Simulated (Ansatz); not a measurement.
The elements of this relaxed trial crystal are hidden behind letters.

```
lattice vectors (Å)
   5.7010   -1.3520    0.0000
   5.7010    1.3520    0.0000
  -4.6083    0.0000    7.5505
fractional positions
X 0.8653 0.8653 0.5295
X 0.1347 0.1347 0.4705
X 0.6429 0.6429 0.2017
X 0.3571 0.3571 0.7983
X 0.8959 0.8959 0.1546
X 0.1041 0.1041 0.8454
Z 0.5168 0.5168 0.2982
Z 0.4832 0.4832 0.7018
Z 0.2477 0.2477 0.3621
Z 0.7523 0.7523 0.6379
```

Theory: DFT PBE, scalar-relativistic, plane waves, PAW in Ansatz 0.2.0. Plane waves to 420 eV, a 12×12×4 mesh through Γ for the 10-atom cell and 0.10 eV Gaussian smearing; no spin polarisation.

| Property | Result |
| --- | --- |
| Space group | C2/m (No. 12) |
| Conventional cell | a = 11.402 Å, b = 2.704 Å, c = 8.846 Å, β = 121.4° |
| Volume per atom | 11.64 Å³ |
| Density | 0.65 g/cm³ |
| Energy over the elements | −0.26 eV/atom |
| Gap on the 12×12×4 mesh of the 10-atom cell | 0 eV (a metal) |

Energies are uncorrected and count from the elements' standard states at the same level.

Question: X is an s-block element of period 2 and Z is an s-block element of period 1. Which elements are they?

Answer: X = Li, Z = H, so the formula is Li3H2. Density times volume gives a mean mass of 0.65 × 11.64/1.6605 = 4.6 u per atom, and this set has 4.6 u. Among the elements that the hints allow, noble gases aside, only these give it. Li on its first site has 5 H at 1.94–1.97 Å; Li on its second site has 2 H at 1.87 Å and 1 H at 2.02 Å; H on its first site has 5 Li at 1.88–2.02 Å; 2 more sites not described.

A later test with randomly moved atoms led to a structure 43 meV/atom lower, so this end is a saddle point or a shallow minimum. Another cell of the same search, in P-3m1, lies 43 meV/atom lower, so this cell isn't the stable form at this level.
